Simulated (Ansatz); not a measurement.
# Relaxing Cs

Theory: DFT PBE, scalar-relativistic, plane waves, PAW (Ansatz 0.2.0). Cutoff 420 eV, Γ-centred k mesh, Gaussian smearing, no spin polarisation in the final step.

The start is a random cell of Cs with space group Cmce (No. 64), drawn with lower limits on the distances.

```yaml
crystal:
  lattice:
    - [4.59047, -5.33513, 0.00000]
    - [4.59047, 5.33513, 0.00000]
    - [0.00000, 0.00000, 10.78832]
  atoms:
    - { symbol: Cs, position: [0.62500, 0.37500, 0.90158] }
    - { symbol: Cs, position: [0.12500, 0.87500, 0.59842] }
    - { symbol: Cs, position: [0.87500, 0.12500, 0.40158] }
    - { symbol: Cs, position: [0.37500, 0.62500, 0.09842] }
```

Steps on the 4×4×2 mesh (4 atoms). 12 of 12 steps are shown, and the free energy counts from the last. Trial steps that were taken back and renewals of the plane-wave basis can be among the rows.

| step | ΔF (meV/atom) | V (Å³/atom) | P (GPa) | largest force component (eV/Å) |
| --- | --- | --- | --- | --- |
| 1 | 347.4 | 132.11 | 0.34 | 0.876 |
| 2 | 249.8 | 123.68 | 0.29 | 0.627 |
| 3 | 144.1 | 117.76 | 0.22 | 0.354 |
| 4 | 79.9 | 117.42 | 0.15 | 0.204 |
| 5 | 44.2 | 119.21 | 0.07 | 0.118 |
| 6 | 25.4 | 121.09 | 0.01 | 0.068 |
| 7 | 14.2 | 120.64 | 0.00 | 0.044 |
| 8 | 6.3 | 120.15 | -0.02 | 0.025 |
| 9 | 2.1 | 118.93 | -0.01 | 0.000 |
| 10 | 1.3 | 118.15 | 0.00 | 0.009 |
| 11 | 0.0 | 117.12 | 0.01 | 0.013 |
| 12 | 0.0 | 117.12 | 0.01 | 0.013 |

A final relaxation ran on a 8×8×4 mesh. The relaxed crystal, I4/mmm (No. 139):

```cif
data_structure
_symmetry_space_group_name_H-M 'I4/mmm'
_symmetry_Int_Tables_number 139
_cell_length_a 6.1844
_cell_length_b 6.1844
_cell_length_c 6.0869
_cell_angle_alpha 90.000
_cell_angle_beta 90.000
_cell_angle_gamma 90.000
_cell_volume 232.80
loop_
_atom_site_label
_atom_site_type_symbol
_atom_site_symmetry_multiplicity
_atom_site_Wyckoff_symbol
_atom_site_fract_x
_atom_site_fract_y
_atom_site_fract_z
_atom_site_occupancy
Cs1 Cs 2 b 0.00000 0.00000 0.50000 1
```

```yaml
Volume_per_atom: 116.40 Å³
Density: 1.90 g/cm³
Gap_on_the_8×8×4_mesh: 0 eV (a metal)
```

The final run used a 8×8×4 mesh on its 4-atom cell and 0.10 eV smearing.

Symmetry constrained the relaxation, so the result can be a saddle point.